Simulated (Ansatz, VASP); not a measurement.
## Cu: VASP beside Ansatz

POSCAR

```
Cu
1.0
    0.0000000000      1.8460000000      1.8460000000
    1.8460000000      0.0000000000      1.8460000000
    1.8460000000      1.8460000000      0.0000000000
Cu
1
Direct
    0.0000000000      0.0000000000      0.0000000000
```

INCAR.step1

```
PREC     = Accurate       # precision mode
ENCUT    = 520            # plane-wave cutoff, eV
ISMEAR   = 0              # smearing method
SIGMA    = 0.1            # smearing width, eV
LREAL    = F              # projectors in reciprocal space
LASPH    = T              # aspherical terms in the spheres
NELM     = 60             # most SCF steps
NBANDS   = 12             # bands
GGA      = PE             # functional
ALGO     = Normal         # electronic algorithm
EDIFF    = 1E-4           # SCF threshold, eV
LWAVE    = T              # write WAVECAR
LCHARG   = F              # write CHGCAR
```

The input INCAR.step2:

```
PREC     = Accurate       # precision mode
ENCUT    = 520            # plane-wave cutoff, eV
EDIFF    = 1E-7           # SCF threshold, eV
ISMEAR   = 0              # smearing method
SIGMA    = 0.1            # smearing width, eV
LREAL    = F              # projectors in reciprocal space
LASPH    = T              # aspherical terms in the spheres
NELM     = 60             # most SCF steps
ALGO     = Normal         # electronic algorithm
ISIF     = 2              # what is computed and relaxed
LWAVE    = F              # write WAVECAR
LCHARG   = F              # write CHGCAR
METAGGA  = R2SCAN         # meta-GGA
LMIXTAU  = T            
NBANDS   = 12             # bands
ISTART   = 1
```

File KPOINTS:

```
regular mesh
0
Gamma
  14 14 14
```

Input for Ansatz:

```yaml
crystal:
  lattice:
    - [0.0, 1.846, 1.846]
    - [1.846, 0.0, 1.846]
    - [1.846, 1.846, 0.0]
  atoms:
    - { symbol: Cu, position: [0.0, 0.0, 0.0] }
hamiltonian:
  xc: r2scan
  pseudopotentials: { kind: paw }
basis:
  ecutwfc: 500
kpoints:
  mp_grid: { grid: [14, 14, 14] }
scf:
  occupations: { method: gaussian, width: 0.1 }
  lower_state_search: "off"
output:
  forces: true
  stress: true
```

Alike in both runs: task single point; functional r2SCAN; k mesh 14 × 14 × 14; occupations gaussian, width 0.1 eV; no spin polarisation.

|  | VASP | Ansatz |
| --- | --- | --- |
| version | VASP 6.6.1 | Ansatz 0.2.0 |
| potentials or method | VASP PAW PBE potentials, release 64 (Cu) | PAW, plane waves, scalar-relativistic |
| plane-wave cutoff (eV) | 520 | 500 |
| valence electrons in the cell | 11 | 19 |

Ansatz gave:

```
pressure (GPa) : -12.2
```

Question: Estimate VASP's values.

Answer: Pressure (GPa): -11.7.

The two sets of potentials don't hold the same shells in valence.

Caveats: the PAW data sets were made with another functional, which shifts forces and pressure a little (VASP).
